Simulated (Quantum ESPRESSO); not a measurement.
# Ta (Im-3m) in Quantum ESPRESSO: notebook

The runs below take Ta through band structure, single point, equation of state, with PBEsol, LDA.

Program: Quantum ESPRESSO 7.5. These are calculated values, not measurements. Logs are shortened: lines on timing, memory, paths and dates and some standing lists are left out, and cuts for length are marked.

**Measured values to compare with.**

From “Refinement of the equation of state of tantalum”, 2004, arxiv:cond-mat/0403080, for a bulk crystal of Ta: bulk modulus 194 GPa.

The results are compared with them further down.

### 1 Starting point

Symmetry: Im-3m, No. 229, cubic system. The conventional cell has a = 3.303 Å, b = 3.303 Å, c = 3.303 Å, α = 90.00°, β = 90.00°, γ = 90.00°. Around Ta (site symmetry m-3m) lie 8 Ta at 2.86 Å.

### 2 Band structure, PBEsol

pw.in reads:

```
&CONTROL
  calculation = 'scf'
  prefix = 'pwscf'
  outdir = './tmp'
  pseudo_dir = './pseudo'
  tprnfor = .true.
  tstress = .true.
  disk_io = 'low'
/
&SYSTEM
  ibrav = 0
  nat = 1
  ntyp = 1
  ecutwfc = 56
  ecutrho = 448
  nbnd = 12
  occupations = 'smearing'
  smearing = 'fd'
  degauss = 0.00367493
/
&ELECTRONS
  conv_thr = 2d-10
  electron_maxstep = 120
  mixing_beta = 0.5
/
ATOMIC_SPECIES
Ta   180.9479 ta_pbesol_v1.uspp.F.UPF
CELL_PARAMETERS angstrom
  -1.6512800000    1.6512800000    1.6512800000
   1.6512800000   -1.6512800000    1.6512800000
   1.6512800000    1.6512800000   -1.6512800000
ATOMIC_POSITIONS crystal
Ta     0.0000000000    0.0000000000    0.0000000000
K_POINTS automatic
11 11 11 0 0 0
```

bands.in reads:

```
&CONTROL
  calculation = 'bands'
  prefix = 'pwscf'
  outdir = './tmp'
  pseudo_dir = './pseudo'
  disk_io = 'low'
  verbosity = 'high'
/
&SYSTEM
  ibrav = 0
  nat = 1
  ntyp = 1
  ecutwfc = 56
  ecutrho = 448
  nbnd = 12
  occupations = 'smearing'
  smearing = 'fd'
  degauss = 0.00367493
/
&ELECTRONS
  conv_thr = 1d-08
  electron_maxstep = 120
  mixing_beta = 0.5
  diago_full_acc = .true.
  startingwfc = 'random'
/
ATOMIC_SPECIES
Ta   180.9479 ta_pbesol_v1.uspp.F.UPF
CELL_PARAMETERS angstrom
  -1.6512800000    1.6512800000    1.6512800000
   1.6512800000   -1.6512800000    1.6512800000
   1.6512800000    1.6512800000   -1.6512800000
ATOMIC_POSITIONS crystal
Ta     0.0000000000    0.0000000000    0.0000000000
K_POINTS crystal
60
 0.0000000000  0.0000000000  0.0000000000 1
 0.0416666667 -0.0416666667  0.0416666667 1
 0.0833333333 -0.0833333333  0.0833333333 1
 0.1250000000 -0.1250000000  0.1250000000 1
 0.1666666667 -0.1666666667  0.1666666667 1
 0.2083333333 -0.2083333333  0.2083333333 1
 0.2500000000 -0.2500000000  0.2500000000 1
 0.2916666667 -0.2916666667  0.2916666667 1
 0.3333333333 -0.3333333333  0.3333333333 1
 0.3750000000 -0.3750000000  0.3750000000 1
 0.4166666667 -0.4166666667  0.4166666667 1
 0.4583333333 -0.4583333333  0.4583333333 1
 0.5000000000 -0.5000000000  0.5000000000 1
 0.4375000000 -0.4375000000  0.5000000000 1
 0.3750000000 -0.3750000000  0.5000000000 1
 0.3125000000 -0.3125000000  0.5000000000 1
 0.2500000000 -0.2500000000  0.5000000000 1
 0.1875000000 -0.1875000000  0.5000000000 1
 0.1250000000 -0.1250000000  0.5000000000 1
 0.0625000000 -0.0625000000  0.5000000000 1
 0.0000000000  0.0000000000  0.5000000000 1
 0.0000000000  0.0000000000  0.4444444444 1
 0.0000000000  0.0000000000  0.3888888889 1
 0.0000000000  0.0000000000  0.3333333333 1
 0.0000000000  0.0000000000  0.2777777778 1
 0.0000000000  0.0000000000  0.2222222222 1
 0.0000000000  0.0000000000  0.1666666667 1
 0.0000000000  0.0000000000  0.1111111111 1
 0.0000000000  0.0000000000  0.0555555556 1
 0.0000000000  0.0000000000  0.0000000000 1
 0.0227272727  0.0227272727  0.0227272727 1
 0.0454545455  0.0454545455  0.0454545455 1
 0.0681818182  0.0681818182  0.0681818182 1
 0.0909090909  0.0909090909  0.0909090909 1
 0.1136363636  0.1136363636  0.1136363636 1
 0.1363636364  0.1363636364  0.1363636364 1
 0.1590909091  0.1590909091  0.1590909091 1
 0.1818181818  0.1818181818  0.1818181818 1
 0.2045454545  0.2045454545  0.2045454545 1
 0.2272727273  0.2272727273  0.2272727273 1
 0.2500000000  0.2500000000  0.2500000000 1
 0.2708333333  0.1875000000  0.2708333333 1
 0.2916666667  0.1250000000  0.2916666667 1
 0.3125000000  0.0625000000  0.3125000000 1
 0.3333333333  0.0000000000  0.3333333333 1
 0.3541666667 -0.0625000000  0.3541666667 1
 0.3750000000 -0.1250000000  0.3750000000 1
 0.3958333333 -0.1875000000  0.3958333333 1
 0.4166666667 -0.2500000000  0.4166666667 1
 0.4375000000 -0.3125000000  0.4375000000 1
 0.4583333333 -0.3750000000  0.4583333333 1
 0.4791666667 -0.4375000000  0.4791666667 1
 0.5000000000 -0.5000000000  0.5000000000 1
 0.2500000000  0.2500000000  0.2500000000 1
 0.2083333333  0.2083333333  0.2916666667 1
 0.1666666667  0.1666666667  0.3333333333 1
 0.1250000000  0.1250000000  0.3750000000 1
 0.0833333333  0.0833333333  0.4166666667 1
 0.0416666667  0.0416666667  0.4583333333 1
 0.0000000000  0.0000000000  0.5000000000 1
```

Potentials or basis: GBRV 1.5 PBEsol.

Command:

```console
$ OMP_NUM_THREADS=1 mpirun -n 2 pw.x -nk 2 -in pw.in > pw.out
$ OMP_NUM_THREADS=1 mpirun -n 2 pw.x -nk 2 -in bands.in > bands.out
```

pw.out:

```text
This program is part of the open-source Quantum ESPRESSO suite
     for quantum simulation of materials; please cite
[... 6 lines left out ...]
     using ibrav=0 with symmetry is DISCOURAGED, use correct ibrav instead

     K-points division:     npool     =       2
     Subspace diagonalization in iterative solution of the eigenvalue problem:
     a serial algorithm will be used

     G-vector sticks info
     --------------------
     sticks:   dense  smooth     PW     G-vecs:    dense   smooth      PW
     Sum         977     483    159                19381     6819    1253

     Using Slab Decomposition

     bravais-lattice index     =            0
     lattice parameter (alat)  =       5.4048  a.u.
     unit-cell volume          =     121.5399 (a.u.)^3
     number of atoms/cell      =            1
     number of atomic types    =            1
     number of electrons       =        13.00
     number of Kohn-Sham states=           12
     kinetic-energy cutoff     =      56.0000  Ry
     charge density cutoff     =     448.0000  Ry
     scf convergence threshold =      2.0E-10
     mixing beta               =       0.5000
     number of iterations used =            8  plain     mixing
     Exchange-correlation= SLA  PW   PSX  PSC
                           (   1   4  10   8   0   0   0)

     celldm(1)=   5.404807  celldm(2)=   0.000000  celldm(3)=   0.000000
     celldm(4)=   0.000000  celldm(5)=   0.000000  celldm(6)=   0.000000

     crystal axes: (cart. coord. in units of alat)
               a(1) = (  -0.577350   0.577350   0.577350 )
               a(2) = (   0.577350  -0.577350   0.577350 )
               a(3) = (   0.577350   0.577350  -0.577350 )

     reciprocal axes: (cart. coord. in units 2 pi/alat)
               b(1) = ( -0.000000  0.866025  0.866025 )
               b(2) = (  0.866025 -0.000000  0.866025 )
               b(3) = (  0.866025  0.866025  0.000000 )

     PseudoPot. # 1 for Ta read from file:
     ta_pbesol_v1.uspp.F.UPF
     Pseudo is Ultrasoft + core correction, Zval = 13.0
     Generated by new atomic code, or converted to UPF format
     Using radial grid of  921 points,  7 beta functions with:
                l(1) =   0
                l(2) =   0
                l(3) =   1
                l(4) =   1
                l(5) =   2
                l(6) =   2
                l(7) =   3
     Q(r) pseudized with  6 coefficients,  rinner =    1.300   1.300   1.300
                                                       1.300   1.300   1.300
                                                       1.300

     atomic species   valence    mass     pseudopotential
     Ta               13.00   180.94790     Ta( 1.00)

     48 Sym. Ops., with inversion, found

   Cartesian axes

     site n.     atom                  positions (alat units)
         1        Ta     tau(   1) = (   0.0000000   0.0000000   0.0000000  )

     number of k points=    56  Fermi-Dirac smearing, width (Ry)=  0.0037
                       cart. coord. in units 2pi/alat
        k(    1) = (   0.0000000   0.0000000   0.0000000), wk =   0.0015026
        k(    2) = (   0.0787296   0.0787296   0.0000000), wk =   0.0180316
        k(    3) = (   0.1574592   0.1574592   0.0000000), wk =   0.0180316
        k(    4) = (   0.2361887   0.2361887   0.0000000), wk =   0.0180316
        k(    5) = (   0.3149183   0.3149183   0.0000000), wk =   0.0180316
        k(    6) = (   0.3936479   0.3936479   0.0000000), wk =   0.0180316
[... 48 lines left out ...]
        k(   55) = (  -0.7872958  -0.0787296  -0.0787296), wk =   0.0120210
        k(   56) = (  -0.0000000  -0.0000000   0.7872958), wk =   0.0090158

     Dense  grid:    19381 G-vectors     FFT dimensions: (  40,  40,  40)

     Smooth grid:     6819 G-vectors     FFT dimensions: (  25,  25,  25)

     Initial potential from superposition of free atoms

     starting charge      12.9990, renormalised to      13.0000

     negative rho (up, down):  9.432E-02 0.000E+00
     Starting wfcs are   13 randomized atomic wfcs

[... 61 lines left out ...]

   -48.5575 -15.5561 -14.8832 -14.5718  13.9067  17.2248  18.7184  22.3278
    23.0202  24.2464  31.4053  32.0722

          k = 0.3936 0.3936 0.0000 (   854 PWs)   bands (ev):

   -48.5397 -15.7245 -14.9396 -14.5729  14.0652  16.9436  19.8142  22.3776
    23.3161  25.9765  30.3272  30.4010

          k = 0.1575 0.0787 0.0787 (   875 PWs)   bands (ev):

   -48.6273 -14.8492 -14.6317 -14.5905  11.5772  18.6372  18.7390  20.3042
    21.6573  22.5932  33.8989  34.7894

          k = 0.2362 0.1575 0.0787 (   870 PWs)   bands (ev):

   -48.5989 -15.1326 -14.7319 -14.6019  12.7427  18.0380  18.2410  21.5010
    21.7331  22.8435  33.9308  35.1754

          k = 0.3149 0.2362 0.0787 (   860 PWs)   bands (ev):

   -48.5678 -15.4241 -14.8514 -14.6064  13.8653  17.4640  18.1074  21.8720
    23.0912  23.6082  32.2022  33.5393

          k = 0.3936 0.3149 0.0787 (   854 PWs)   bands (ev):

   -48.5440 -15.6381 -14.9428 -14.6092  14.3058  17.0913  18.8986  22.2399
    23.3391  25.5830  30.5901  31.4527

          k = 0.4724 0.3936 0.0787 (   852 PWs)   bands (ev):

   -48.5351 -15.7162 -14.9766 -14.6102  14.3395  16.9618  19.5888  22.2019
    23.5710  26.6088  29.6947  30.7598

          k = 0.3149 0.1575 0.1575 (   853 PWs)   bands (ev):

   -48.5716 -15.3529 -14.8346 -14.6481  13.9292  17.5263  17.8401  21.5105
    23.1900  23.5061  32.7021  34.9122

          k = 0.3936 0.2362 0.1575 (   859 PWs)   bands (ev):

   -48.5465 -15.5256 -14.9748 -14.6682  14.8432  17.1646  17.9410  21.8971
    23.3079  25.5913  30.7680  33.3809

          k = 0.4724 0.3149 0.1575 (   859 PWs)   bands (ev):

   -48.5315 -15.6170 -15.0710 -14.6755  15.0477  17.0623  18.5543  22.1498
    23.5269  27.3780  28.9232  32.0584
[... 163 lines left out ...]
   -48.4970 -15.4901 -15.3331 -14.8958  16.2225  16.3036  18.0311  22.3083
    23.5071  28.1655  29.0878  31.6418

          k =-0.0000-0.0000 0.4724 (   855 PWs)   bands (ev):

   -48.5310 -15.2557 -15.0291 -15.0291  15.1684  17.0310  19.9863  19.9863
    22.0640  23.3239  33.1714  36.8471

          k =-0.0000-0.0787 0.5511 (   861 PWs)   bands (ev):

   -48.5055 -15.4084 -15.1342 -15.0653  15.6801  16.2760  20.1608  20.5295
    23.5782  23.7436  32.9100  34.5071

          k =-0.0000-0.1575 0.6298 (   853 PWs)   bands (ev):

   -48.4904 -15.5286 -15.1957 -15.0538  15.5493  16.2185  20.0619  20.4162
    25.3583  25.8344  30.0251  32.3174

          k = 0.0787-0.0787 0.6298 (   858 PWs)   bands (ev):

   -48.4861 -15.4577 -15.2676 -15.0953  15.7059  15.7627  20.0108  21.8638
    23.8200  25.8313  30.8478  32.2555

          k =-0.7873-0.1575-0.1575 (   852 PWs)   bands (ev):

   -48.4789 -15.4765 -15.3308 -15.0910  15.5061  15.7509  19.8239  22.3746
    24.5538  28.0286  28.6495  30.6574

          k =-0.0000-0.0000 0.6298 (   852 PWs)   bands (ev):

   -48.4821 -15.3727 -15.2430 -15.2430  15.5254  15.5593  21.6989  21.6989
    23.8081  23.9787  32.4164  32.4164

          k =-0.0000-0.0787 0.7086 (   859 PWs)   bands (ev):

   -48.4681 -15.4385 -15.3066 -15.2580  15.1383  15.2834  22.1784  22.1979
    25.1150  26.0069  29.5786  30.3758

          k =-0.7873-0.0787-0.0787 (   862 PWs)   bands (ev):

   -48.4614 -15.4001 -15.4001 -15.2694  15.0034  15.0034  22.1584  24.3609
    24.3609  28.2344  28.2344  28.3857

          k =-0.0000-0.0000 0.7873 (   856 PWs)   bands (ev):

   -48.4549 -15.3893 -15.3714 -15.3714  14.7457  14.7886  24.2818  24.2818
    25.1103  26.4395  28.2704  28.2704

     the Fermi energy is    18.4484 ev

!    total energy              =    -141.75428146 Ry
     estimated scf accuracy    <          4.6E-11 Ry
     smearing contrib. (-TS)   =      -0.00059354 Ry
     internal energy E=F+TS    =    -141.75368792 Ry

     The total energy is F=E-TS. E is the sum of the following terms:
     one-electron contribution =     -15.31669436 Ry
     hartree contribution      =      14.13319930 Ry
     xc contribution           =     -42.02236944 Ry
     ewald contribution        =     -98.54782342 Ry

     convergence has been achieved in   8 iterations

     negative rho (up, down):  9.962E-02 0.000E+00

     Forces acting on atoms (cartesian axes, Ry/au):

     atom    1 type  1   force =     0.00000000    0.00000000    0.00000000

     Total force =     0.000000     Total SCF correction =     0.000000

     Computing stress (Cartesian axis) and pressure

     negative rho (up, down):  9.962E-02 0.000E+00
          total   stress  (Ry/bohr**3)                   (kbar)     P=      -44.97
  -0.00030571   0.00000000   0.00000000          -44.97        0.00        0.00
   0.00000000  -0.00030571   0.00000000            0.00      -44.97        0.00
   0.00000000   0.00000000  -0.00030571            0.00        0.00      -44.97

=------------------------------------------------------------------------------=
   JOB DONE.
=------------------------------------------------------------------------------=
```

It took 7 s on 2 MPI ranks of Intel Xeon 6975P-C (Granite Rapids), shared host; peak memory 0.24 GiB.

Results:

```
Free energy            : -1928.6653 eV
Pressure               : -4.5 GPa
Band gap on the k mesh : none (metal or under the smearing width)
```

Levels at the corners of the path, in eV from the Fermi level:
| point | band 2 | band 3 | band 4 | band 5 | band 6 | band 7 | band 8 | band 9 | band 10 | band 11 |
| --- | --- | --- | --- | --- | --- | --- | --- | --- | --- | --- |
| Γ | -33.01 | -33.01 | -33.01 | -7.92 | 0.73 | 0.73 | 0.73 | 4.00 | 4.00 | 14.62 |
| H | -33.84 | -33.84 | -33.84 | -3.80 | -3.80 | 6.86 | 6.86 | 6.86 | 8.60 | 8.60 |
| N | -34.20 | -33.40 | -33.02 | -4.38 | -1.54 | 1.61 | 3.88 | 4.92 | 7.83 | 11.72 |
| Γ | -33.01 | -33.01 | -33.01 | -7.92 | 0.73 | 0.73 | 0.73 | 4.00 | 4.00 | 14.62 |
| P | -33.61 | -33.61 | -33.61 | -1.22 | -1.22 | -1.22 | 5.09 | 5.09 | 7.01 | 12.83 |
| H | -33.84 | -33.84 | -33.84 | -3.80 | -3.80 | 6.86 | 6.86 | 6.86 | 8.60 | 8.60 |
| P | -33.61 | -33.61 | -33.61 | -1.22 | -1.22 | -1.22 | 5.09 | 5.09 | 7.01 | 12.83 |
| N | -34.20 | -33.40 | -33.02 | -4.38 | -1.54 | 1.61 | 3.88 | 4.92 | 7.83 | 11.72 |

Caveat: spin-orbit coupling is left out, which moves the levels of the heavy elements.

### 3 Single point, LDA, 16.93 Å³/atom

Edit pw.in of step 2 so:

```diff
@@ -7,3 +7,3 @@
   tstress = .true.
-  disk_io = 'low'
+  disk_io = 'nowf'
 /
@@ -26,7 +26,7 @@
 ATOMIC_SPECIES
-Ta   180.9479 ta_pbesol_v1.uspp.F.UPF
+Ta   180.9479 ta_lda_v1.uspp.F.UPF
 CELL_PARAMETERS angstrom
-  -1.6512800000    1.6512800000    1.6512800000
-   1.6512800000   -1.6512800000    1.6512800000
-   1.6512800000    1.6512800000   -1.6512800000
+  -1.6175709496    1.6175709496    1.6175709496
+   1.6175709496   -1.6175709496    1.6175709496
+   1.6175709496    1.6175709496   -1.6175709496
 ATOMIC_POSITIONS crystal
```

Potentials or basis: GBRV 1.5 LDA.

Command:

```console
$ OMP_NUM_THREADS=1 mpirun -n 2 pw.x -nk 2 -in pw.in > pw.out
```

It took 4.1 s on 2 MPI ranks of Intel Xeon 6975P-C (Granite Rapids), shared host; peak memory 0.22 GiB.

Results (log left out):

- Free energy: -1930.9590 eV
- Pressure: 3.8 GPa
- Band gap on the k mesh: none (metal or under the smearing width)

### 4 Single point, LDA, 17.29 Å³/atom

Edit pw.in of step 3 so:

```diff
@@ -28,5 +28,5 @@
 CELL_PARAMETERS angstrom
-  -1.6175709496    1.6175709496    1.6175709496
-   1.6175709496   -1.6175709496    1.6175709496
-   1.6175709496    1.6175709496   -1.6175709496
+  -1.6289626696    1.6289626696    1.6289626696
+   1.6289626696   -1.6289626696    1.6289626696
+   1.6289626696    1.6289626696   -1.6289626696
 ATOMIC_POSITIONS crystal
```

Command:

```console
$ OMP_NUM_THREADS=1 mpirun -n 2 pw.x -nk 2 -in pw.in > pw.out
```

Run time: 4.4 s. Hardware: 2 MPI ranks of Intel Xeon 6975P-C (Granite Rapids), shared host; peak memory 0.22 GiB.

The run converged. Its results:

```
Free energy            : -1930.9622 eV
Pressure               : -1.1 GPa
Band gap on the k mesh : none (metal or under the smearing width)
```

(Part 1 of 2 ends here.)
